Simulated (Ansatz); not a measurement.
# Si5H12O3 in a box: levels of theory, part 2 of 2

Aim: for Si5H12O3 in a box, compare levels of theory; the runs are relaxing the atoms and single point.

Ansatz 0.2.0; DFT PBE, scalar-relativistic, plane waves, PAW, and further levels as typed in the inputs. The steps go on from the part before.

### Step 3. Single point

It takes the final geometry of step 2.

The input, input.yaml:

```yaml
crystal:
  lattice:
    - [15.0, 0.0, 0.0]
    - [0.0, 15.0, 0.0]
    - [0.0, 0.0, 15.0]
  atoms:
    - { symbol: Si, position: [0.4971259367, 0.4960540798, 0.5232609707] }
    - { symbol: Si, position: [0.4785130484, 0.4703712049, 0.67630326] }
    - { symbol: O, position: [0.5967522727, 0.4640914487, 0.4912126004] }
    - { symbol: Si, position: [0.6975903523, 0.5010073985, 0.4657987707] }
    - { symbol: O, position: [0.4224106513, 0.440179779, 0.4660711872] }
    - { symbol: Si, position: [0.4075942428, 0.3497651678, 0.4045707362] }
    - { symbol: O, position: [0.4857320177, 0.6025905984, 0.5010127015] }
    - { symbol: Si, position: [0.4153972434, 0.677590802, 0.4609719261] }
    - { symbol: H, position: [0.3886272549, 0.5016533302, 0.7059003033] }
    - { symbol: H, position: [0.5480218058, 0.5193503475, 0.7282960122] }
    - { symbol: H, position: [0.4865288774, 0.3730302768, 0.696162401] }
    - { symbol: H, position: [0.7409602375, 0.5404984722, 0.5462889734] }
    - { symbol: H, position: [0.7506261217, 0.4232183596, 0.4340276684] }
    - { symbol: H, position: [0.6925715866, 0.5698370781, 0.3940661357] }
    - { symbol: H, position: [0.4192863116, 0.2680608308, 0.460312161] }
    - { symbol: H, position: [0.3148972907, 0.352895018, 0.368911999] }
    - { symbol: H, position: [0.4725640277, 0.3476952647, 0.3291861387] }
    - { symbol: H, position: [0.3366279589, 0.686400398, 0.5212805066] }
    - { symbol: H, position: [0.4637649169, 0.7642635822, 0.4563025292] }
    - { symbol: H, position: [0.3844078349, 0.6514465529, 0.3700630187] }
scf:
  occupations: { method: gaussian, width: 0.02 }
output:
  forces: true
  stress: false
  eigenvalues: true
  core_levels: { shells: { Si: "2p" } }
kpoints:
  mp_grid: { grid: [1, 1, 1] }
hamiltonian:
  xc: pbe
  pseudopotentials: { kind: paw, azcp: { folder: soft_1 } }
```

Launch:

```console
$ ansatz run input.yaml --threads 4 --pin off --max-ram 20480MiB --backend cpu --events-out ev --progress --plain --runs-dir out
```

Log (excerpt; [...] marks lines left out):

```text
[...]
SCF converged after 10 iterations
Free energy (F): -5075.834478 eV
[...]
E sigma→0 (E₀):  -5075.834478 eV
Fermi energy:    -3.619043 eV
[...]
--- Forces (eV/Å), atoms counted from 1 ---
  atom   1  Si     0.00147926     0.00275324    -0.01077830
  atom   2  Si    -0.00024062    -0.00138594     0.00062090
  atom   3  O     -0.01041328     0.00512554     0.00366064
[...]
  Si 3             1     2p         107.409     -0.281       105.671    +1.738    14
  Si 5             1     2p         107.408     -0.282       105.677    +1.731    14
  Si 7             1     2p         107.408     -0.282       105.676    +1.733    14
  the dataset of Si with a 2p hole: scattering error 0.001 eV (0.001 eV in the local channel); free atom: scalar-relativistic, large and small components
  the two lines of Si's 2p: 2p1/2 +0.408 eV and 2p3/2 -0.204 eV off its levels, 1 : 2 in strength
```

Run time: 2.8 min. Hardware: 4 threads of Intel Xeon Platinum 8259CL at 2.50GHz (Skylake/Cascade Lake), shared host; peak memory 2.6 GiB.

### Step 4. Single point: LDA

It takes the final geometry of step 2.

Changes to input.yaml since step 3:

```diff
@@ -26,2 +26,3 @@
     - { symbol: H, position: [0.3844078349, 0.6514465529, 0.3700630187] }
+  defects: [{ substitution: { at: 0, symbol: Si_c } }]
 scf:
@@ -32,3 +33,3 @@
   eigenvalues: true
-  core_levels: { shells: { Si: "2p" } }
+  core_levels: { shells: { Si_c: "2p" } }
 kpoints:
@@ -36,3 +37,3 @@
 hamiltonian:
-  xc: pbe
+  xc: lda
   pseudopotentials: { kind: paw, azcp: { folder: soft_1 } }
```

Launch:

```console
$ ansatz run input.yaml --threads 4 --pin off --max-ram 20480MiB --backend cpu --events-out ev --progress --plain --runs-dir out
```

Log (excerpt; [...] marks lines left out):

```text
Warning: <dir> the record states the generating functional pbe (its physics header spells it `PBE`), which answers neither for hamiltonian.xc's functional nor for the lda family's — results may be inconsistent (PPs are generated against a specific XC)
[...]
Warning: RAYON_NUM_THREADS=4 ignored (pool sized by the plan → 4); use --threads N
[...]
Pseudopotentials: kind: paw
Pseudopotential: Si, paw, valence charge 4, recommended cutoff 420 eV (normal), <dir>
Pseudopotential: O, paw, valence charge 6, recommended cutoff 420 eV (normal), <dir>
[...]
  atom   8  Si       0.30013942    -0.35458194     0.17592381
[...]
--- Band table (eV) ---
[...]
--- Core levels from the vacuum (the cell holds vacuum along its three vectors; a hole's nearest image at 15.0 Å) ---
  the holes have spin, beside a run without
  atom         alike  shell      binding/eV   shift/eV difference/eV images/eV   SCF
  Si_c 0           1     2p         107.661     +0.000       105.946    +1.715    12
  the dataset of Si_c with a 2p hole: scattering error 0.001 eV (0.001 eV in the local channel); free atom: scalar-relativistic, large and small components
  the two lines of Si_c's 2p: 2p1/2 +0.408 eV and 2p3/2 -0.204 eV off its levels, 1 : 2 in strength
```

It took 30 s on 4 threads of Intel Xeon Platinum 8259CL at 2.50GHz (Skylake/Cascade Lake), shared host; peak memory 2.2 GiB.

### Step 5. Single point: r2SCAN

It takes the final geometry of step 2.

Changes to input.yaml since step 4:

```diff
@@ -34,2 +34,6 @@
   core_levels: { shells: { Si_c: "2p" } }
+  write_density: true
+  write_potential: true
+  elf: true
+  volumetric_format: npy
 kpoints:
@@ -37,3 +41,3 @@
 hamiltonian:
-  xc: lda
+  xc: r2scan
   pseudopotentials: { kind: paw, azcp: { folder: soft_1 } }
```

Launch:

```console
$ ansatz run input.yaml --threads 4 --pin off --max-ram 20480MiB --backend cpu --events-out ev --progress --plain --runs-dir out
```

Log:

```text
Warning: RAYON_NUM_THREADS=4 ignored (pool sized by the plan → 4); use --threads N
Engine: ansatz 0.2.0, x86_64-unknown-linux-gnu
Pseudopotentials: kind: paw
Pseudopotential: Si, paw, valence charge 4, recommended cutoff 500 eV (meta_gga), <dir>
Pseudopotential: O, paw, valence charge 6, recommended cutoff 500 eV (meta_gga), <dir>
Pseudopotential: H, paw, valence charge 1, recommended cutoff 500 eV (meta_gga), <dir>
Functional definition: r2SCAN
  parameter k0 = 0.174
  parameter k1 = 0.065
  parameter a1 = 4.9479
  exchange = r2scan_x(k0 = k0, k1 = k1, a1 = a1)
  correlation = r2scan_c
Crystal: 20 atoms, lattice volume = 3375.000 Å³
Basis set: ecut = 500 eV, 85687 PW (Γ), exchange–correlation on 480×480×480 points (64 copies of the dense FFT grid, shifted against one another)
Bands: 45, of which v1, the nominal top of the filled ones, is band 25 counted from 1 (24 counted from 0)
Symmetry: 1 space group operations
Space group: P1 (ITA 1), of the structure as read, at distance tolerance 1.5e-4 Å
k-points: 1
Non-local potential: Si, projectors of the file, l = 0: 2, l = 1: 2, l = 2: 1
Non-local potential: O, projectors of the file, l = 0: 2, l = 1: 2, l = 2: 1
Non-local potential: H, projectors of the file, l = 0: 2, l = 1: 1
PAW form: soft (Blöchl's): semilocal exchange-correlation on the pseudo side does not see the compensation charge
PAW frozen core: Si, regenerated for the run's functional (the file was generated under x = pbe(κ = 0.804, μ = 0.2195149727645171), c = pbe(β = 0.06672455060314922))
PAW frozen core: O, regenerated for the run's functional (the file was generated under x = pbe(κ = 0.804, μ = 0.2195149727645171), c = pbe(β = 0.06672455060314922))
PAW one-centre angular grid: Si, 302 points (default); XC on 160 Gauss nodes
PAW one-centre angular grid: O, 302 points (default); XC on 160 Gauss nodes
PAW one-centre angular grid: H, 302 points (default); XC on 160 Gauss nodes
Initial density: superposition of atomic densities (neutral atoms: chi_scale 0, normalization atom)
Initial wavefunctions: pseudopotential atomic-orbital guess
Functional: x = r2scan, c = r2scan; τ floored in thin density (d = 2e-4 eV/Å³)
SCF iter   1: F=—  HF=-5103.600985 eV  |F-HF|=—  |Δ(HF+E_count)|=         —  Δρ=2.97e-2  dr2=2.67e1  dr2_τ=1.48e0  ethr=3.10e-3  ⟨swp⟩=10.0  Hψ=323  notcnv=0  defer=4
preconditioner: auto → Resta (q_TF=auto, 1.352 Å⁻¹)  ε∞=1.1  [insulator: Δε(μ)=6.888 eV  Ē_g=12.619 eV  σ=0.020 eV  W_gap=1.00  n_scr=146 (ndim 8)  ℏωp=4.2 eV  f_vac=0.820  D(μ)=0.00/eV (n_scr^D=0)  ε∞_Penn≈1.1  vacuum switching on, ρ_ref=1.2e-2 e/Å³]
SCF iter   2: F=—  HF=-5097.571118 eV  |F-HF|=—  |Δ(HF+E_count)|=    6.03e0  Δρ=1.48e-2  dr2=4.57e0  dr2_τ=7.48e-1  ethr=3.10e-3  ⟨swp⟩=5.0  Hψ=145  notcnv=0  defer=13
SCF iter   3: F=—  HF=-5096.880534 eV  |F-HF|=—  |Δ(HF+E_count)|=   6.91e-1  Δρ=5.19e-3  dr2=8.81e-1  dr2_τ=5.92e-2  ethr=3.10e-3  ⟨swp⟩=4.0  Hψ=87  notcnv=0  defer=16
SCF iter   4: F=—  HF=-5096.783480 eV  |F-HF|=—  |Δ(HF+E_count)|=   9.71e-2  Δρ=9.16e-4  dr2=1.57e-2  dr2_τ=1.16e-3  ethr=1.76e-3  ⟨swp⟩=5.0  Hψ=86  notcnv=0  defer=16
SCF iter   5: F=—  HF=-5096.792209 eV  |F-HF|=—  |Δ(HF+E_count)|=   8.73e-3  Δρ=2.49e-4  dr2=1.14e-3  dr2_τ=1.19e-4  ethr=3.14e-5  ⟨swp⟩=5.0  Hψ=64  notcnv=0  defer=16
SCF iter   6: F=—  HF=-5096.793489 eV  |F-HF|=—  |Δ(HF+E_count)|=   1.28e-3  Δρ=5.16e-5  dr2=6.10e-5  dr2_τ=5.36e-6  ethr=2.28e-6  ⟨swp⟩=5.0  Hψ=61  notcnv=0  defer=16
SCF iter   7: F=—  HF=-5096.793588 eV  |F-HF|=—  |Δ(HF+E_count)|=   9.91e-5  Δρ=9.59e-6  dr2=1.98e-6  dr2_τ=1.84e-7  ethr=1.22e-7  ⟨swp⟩=3.0  Hψ=75  notcnv=0  defer=16
SCF iter   8: F=—  HF=-5096.793591 eV  |F-HF|=—  |Δ(HF+E_count)|=   3.48e-6  Δρ=4.49e-6  dr2=5.71e-7  dr2_τ=4.98e-8  ethr=3.97e-9  ⟨swp⟩=3.0  Hψ=78  notcnv=0  defer=16
SCF iter   9: F=—  HF=-5096.793592 eV  |F-HF|=—  |Δ(HF+E_count)|=   2.21e-7  Δρ=2.13e-6  dr2=1.23e-7  dr2_τ=1.31e-8  ethr=1.14e-9  ⟨swp⟩=2.0  Hψ=54  notcnv=0  defer=16
SCF iter  10: F=-5096.793592 eV  HF=-5096.793591 eV  |F-HF|=9.49e-8  |Δ(HF+E_count)|=   8.44e-8  Δρ=3.42e-7  dr2=3.05e-9  dr2_τ=1.25e-10  ethr=2.00e-10  ⟨swp⟩=60.0  Hψ=847  notcnv=0
SCF 1 converged in 10 iterations: F = -5096.793592 eV  dr2 = 3.05e-9
WARN: The output density's exchange-correlation potential varies sharply where the density is thin. Do not read a vacuum level from v_tot or v_xc, or from such a field of the output density. On a cell that repeats whose density bears no net charge and no dipole along the vacuum's axis use v_es (v_loc + v_h of the components); under efield.dipole_correction with no amplitude use v_es + v_field, which holds any external_charges[].barrier, or the levels of the report's work_function block, which leave it out; under a non-zero efield.amplitude the vacuum is tilted and has no level; on a cell that repeats and bears such a dipole with no correction it is tilted too, and efield.dipole_correction with no amplitude gives each side of its ramp a level where efield: is served; in a cell that repeats whose density bears a net charge (total_charge, or a fill off its count) it is curved and has none; of a slab under crystal.periodic whose density bears no net charge use v_es, which has a level on each side, short of where the two are joined; of another it falls or rises all the way out and has none; of a slab beside external_charges read slab_vacuum_level instead, which it has where they leave it neutral. The grid or the basis barely resolves most such structure, and the values can differ between equally converged runs; as a rule a tighter scf.convergence.dr2_threshold does not remove it. Where the density itself ripples (under the LDA too) a higher basis.ecutwfc lessens it. The files hold the spikes' plane waves up to the density's cutoff. Files: v_tot_of_output_density and the like, and their columns of v_z.tsv (output.write_potential); v_xc_of_output_density and the like, and their columns of v_comp_z.tsv (output.write_potential_components). Measured: with its Gaussian average of σ = 0.25 Å subtracted twice, the exchange-correlation potential is over 0.1 eV at 269231 of the grid points where the equally averaged density (valence and model cores) is under 1e-3 e/Å³, and 15.1 eV at the most among them, at an averaged density of 6.4e-5 e/Å³. The input density's (outcome.potential() and, of a run that writes arrays, v_tot and v_xc) is over 0.1 eV, so measured, at 278738 points of its own thin density, 15.7 eV at the most. See output.write_potential in the manual, Limitations
── core hole 1/1: 2p of Si_c 0 ──
── 2p of Si_c 0: 107.975 eV over the cell without the hole, in 16 iterations ──
SCF converged after 10 iterations
Free energy (F): -5096.793592 eV
Harris-Foulkes:  -5096.793591 eV  (|F-HF|=9.49e-8)
Internal energy: -5096.793592 eV  (E = F + TS)
E sigma→0 (E₀):  -5096.793592 eV
Fermi energy:    -3.526419 eV
--- Per-component energies (eV) ---
  E_band       = -592.397525
  E_kinetic    = 885.945906
  E_local      = -8530.735146  (includes V_loc(G=0)·N_el)
  E_nonlocal   = 270.935462
  E_hartree    = 3805.599897
  E_xc         = -583.495869
  E_vxc        = -714.920734  (∫ρ·V_xc dr)
  E_paw        = -3096.314629  (= ΣΔE_a)
  E_vpaw       = -156.344251  (= ΣTr[D̂ρ^β])
  E_aug_tail   = -0.000029  (compensation charges beyond the density's cutoff)
  E_vtau       = 41.521491  (kinetic-family band-sum trace: ∫τ·v_τ [+ j·A + Jᵃ·Aᵃ] dr)
  E_ewald      = 2151.748805
  E_core_change = -0.477989  (= ΣΔE_core)
  E_smearing   = -0.000000  (= −TS)
  E_closure    = 0.000000  (closes the sum)
  Σ components = -5096.793592   (vs F -5096.793592, Δ=0.00e0)
--- Forces (eV/Å), atoms counted from 1 ---
  atom   1  Si_c     0.04258298     0.05954506    -0.34899662
  atom   2  Si      -0.00455700    -0.00753892     0.03660875
  atom   3  O       -0.05325298     0.30980752     0.02020288
  atom   4  Si      -0.24946283    -0.10516531     0.06390172
  atom   5  O        0.29739194    -0.10457910    -0.01053618
  atom   6  Si       0.02446811     0.22966493     0.15586147
  atom   7  O       -0.23402020    -0.19104230    -0.08779994
  atom   8  Si       0.18530296    -0.17977829     0.10513209
  atom   9  H        0.15984520    -0.05418324    -0.05584042
  atom  10  H       -0.12192536    -0.08666965    -0.09591684
  atom  11  H       -0.01472136     0.17283817    -0.03774693
  atom  12  H       -0.10079231    -0.08234481    -0.16550742
  atom  13  H       -0.10960363     0.16824974     0.06801995
  atom  14  H       -0.00255432    -0.14307171     0.15040288
  atom  15  H       -0.01953394     0.17815761    -0.11097974
  atom  16  H        0.19827789    -0.01067779     0.07480621
  atom  17  H       -0.12897210     0.01459248     0.16204337
  atom  18  H        0.16827069    -0.02770109    -0.12311827
  atom  19  H       -0.10676622    -0.18275871     0.00927841
  atom  20  H        0.07002005     0.04267976     0.19016691
  max |Σ_I F_I| component: 2.44e-5 eV/Å
--- Band table (eV) ---
  k-point 0: bands = ["-26.4174", "-25.6185", "-25.6176", "-15.2969", "-13.9797", "-13.9784", "-13.4042", "-11.8400", "-11.1481", "-11.1468", "-10.3075", "-9.8320", "-9.8318", "-9.3407", "-9.3398", "-9.1109", "-8.4233", "-8.4231", "-8.1490", "-7.8257", "-7.8245", "-7.6424", "-7.5061", "-7.5055", "-6.6886", "-0.3642", "-0.1799", "-0.1743", "0.3917", "0.7436", "0.7749", "0.8006", "0.9424", "1.0048", "1.0129", "1.0305", "1.1363", "1.1676", "1.1803", "1.2627", "1.3333", "1.4909", "1.5088", "1.5614", "1.5807"]
--- Core levels from the vacuum (the cell holds vacuum along its three vectors; a hole's nearest image at 15.0 Å) ---
  the holes have spin, beside a run without
  atom         alike  shell      binding/eV   shift/eV difference/eV images/eV   SCF
  Si_c 0           1     2p         109.694     +0.000       107.975    +1.719    16
  the dataset of Si_c with a 2p hole: scattering error 0.001 eV (0.001 eV in the local channel); free atom: scalar-relativistic, large and small components
  the two lines of Si_c's 2p: 2p1/2 +0.408 eV and 2p3/2 -0.204 eV off its levels, 1 : 2 in strength
  Si_c 0 2p: stability_check_not_made
```

It took 9.9 min on 4 threads of Intel Xeon Platinum 8259CL at 2.50GHz (Skylake/Cascade Lake), shared host; peak memory 8.7 GiB.

Density in a lattice plane of the grid's cell (edges 15.00 and 15.00 Å, at 0.460 of the third edge), which holds Si and O and H.

Values in e/Å³, 12 rows by 12 columns:
```
0.00 0.00 0.00 0.00 0.00 0.00 0.00 0.00 0.00 0.00 0.00 0.00
0.00 0.00 0.00 0.00 0.00 0.02 0.02 0.00 0.00 0.00 0.00 0.00
0.00 0.00 0.00 0.00 0.04 0.47 0.33 0.00 0.00 0.00 0.00 0.00
0.00 0.00 0.00 0.01 0.24 0.13 0.21 0.01 0.00 0.00 0.00 0.00
0.00 0.00 0.00 0.00 0.02 0.16 1.19 0.03 0.15 0.09 0.00 0.00
0.00 0.00 0.00 0.00 0.02 0.49 0.19 1.06 0.27 0.26 0.01 0.00
0.00 0.00 0.00 0.00 0.06 4.52 0.16 0.51 0.13 0.71 0.02 0.00
0.00 0.00 0.00 0.00 0.07 0.37 0.04 0.00 0.00 0.01 0.00 0.00
0.00 0.00 0.00 0.00 0.03 0.87 0.03 0.00 0.00 0.00 0.00 0.00
0.00 0.00 0.00 0.00 0.00 0.01 0.00 0.00 0.00 0.00 0.00 0.00
0.00 0.00 0.00 0.00 0.00 0.00 0.00 0.00 0.00 0.00 0.00 0.00
0.00 0.00 0.00 0.00 0.00 0.00 0.00 0.00 0.00 0.00 0.00 0.00
```
Columns run along the first of these edges and rows up along the second, over one cell in 12 and 12 even steps from the bottom left corner. Atoms in the plane (fractional): Si at (0.70, 0.50), O at (0.42, 0.44), Si at (0.42, 0.68), H at (0.42, 0.27), H at (0.46, 0.76).

ELF in the same plane.

Values, 12 rows by 12 columns:
```
0.00 0.00 0.00 0.00 0.00 0.28 0.75 0.14 0.00 0.00 0.00 0.00
0.00 0.00 0.00 0.00 0.00 0.95 1.00 0.84 0.00 0.00 0.00 0.00
0.00 0.00 0.01 0.25 0.32 0.96 1.00 0.11 0.00 0.00 0.00 0.00
0.00 0.00 0.01 0.32 0.73 0.33 0.30 0.02 0.07 0.02 0.00 0.00
0.00 0.00 0.00 0.01 0.04 0.29 0.80 0.02 0.69 0.27 0.01 0.00
0.00 0.00 0.00 0.00 0.18 0.66 0.15 0.76 0.22 0.34 0.03 0.00
0.00 0.00 0.01 0.02 0.11 0.69 0.24 0.79 0.11 1.00 0.92 0.02
0.00 0.00 0.06 0.40 0.25 0.67 0.08 0.01 0.00 0.97 0.92 0.05
0.00 0.00 0.00 0.00 0.51 1.00 0.89 0.00 0.00 0.07 0.09 0.00
0.00 0.00 0.00 0.00 0.38 0.98 0.73 0.00 0.00 0.00 0.00 0.00
0.00 0.00 0.00 0.00 0.00 0.10 0.01 0.00 0.00 0.00 0.00 0.00
0.00 0.00 0.00 0.00 0.00 0.00 0.00 0.00 0.00 0.00 0.00 0.00
```
Columns run along the first of these edges and rows up along the second, over one cell in 12 and 12 even steps from the bottom left corner. Atoms in the plane (fractional): Si at (0.70, 0.50), O at (0.42, 0.44), Si at (0.42, 0.68), H at (0.42, 0.27), H at (0.46, 0.76).

Both are smooth fields of the valence electrons: close to the nuclei they are not physical.

Outside the cores ELF peaks at 1.00 beside H, off the lines to its neighbours, 1.1 Å from H; 1.00 at H; 0.99 on the Si–Si line, 1.2 Å from Si.

### Step 6. Single point: HSE06

It takes the final geometry of step 2.

Changes to input.yaml since step 5:

```diff
@@ -34,6 +34,2 @@
   core_levels: { shells: { Si_c: "2p" } }
-  write_density: true
-  write_potential: true
-  elf: true
-  volumetric_format: npy
 kpoints:
@@ -41,3 +37,3 @@
 hamiltonian:
-  xc: r2scan
+  xc: hse06
   pseudopotentials: { kind: paw, azcp: { folder: soft_1 } }
```

Launch:

```console
$ ansatz run input.yaml --threads 4 --pin off --max-ram 20480MiB --backend cpu --events-out ev --progress --plain --runs-dir out
```

Log (excerpt; [...] marks lines left out):

```text
Warning: RAYON_NUM_THREADS=4 ignored (pool sized by the plan → 4); use --threads N
[...]
Pseudopotentials: kind: paw
Pseudopotential: Si, paw, valence charge 4, recommended cutoff 420 eV (normal), <dir>
Pseudopotential: O, paw, valence charge 6, recommended cutoff 420 eV (normal), <dir>
Pseudopotential: H, paw, valence charge 1, recommended cutoff 420 eV (normal), <dir>
Functional definition: HSE06
[...]
Crystal: 20 atoms, lattice volume = 3375.000 Å³
[...]
  the holes have spin, beside a run without
  atom         alike  shell      binding/eV   shift/eV difference/eV images/eV   SCF
  Si_c 0           1     2p         107.960     +0.000       106.242    +1.719    22
  the dataset of Si_c with a 2p hole: scattering error 0.001 eV (0.001 eV in the local channel); free atom: scalar-relativistic, large and small components
  the two lines of Si_c's 2p: 2p1/2 +0.408 eV and 2p3/2 -0.204 eV off its levels, 1 : 2 in strength
  Si_c 0 2p: stability_check_not_made
```

It took 2.3 min on 4 threads of Intel Xeon Platinum 8259CL at 2.50GHz (Skylake/Cascade Lake), shared host; peak memory 2.9 GiB.

### Step 7. The runs side by side

This closing draws on all 2 parts.

```
step   level  energy above the lowest (eV)  gap on the mesh (eV)     time
   2     PBE                         0.000                  5.58  4.5 min
   3     PBE                         0.000                  5.58  2.8 min
   4     LDA                           n/a                  5.44     30 s
   5  r2SCAN                           n/a                  6.32  9.9 min
   6   HSE06                           n/a                  6.81  2.3 min
```

Energies compare only among runs of one formula, size, charge, level and basis; each such set counts from its lowest member.

**Reading.** The gap on the mesh runs from 5.44 eV with LDA to 6.81 eV with HSE06.
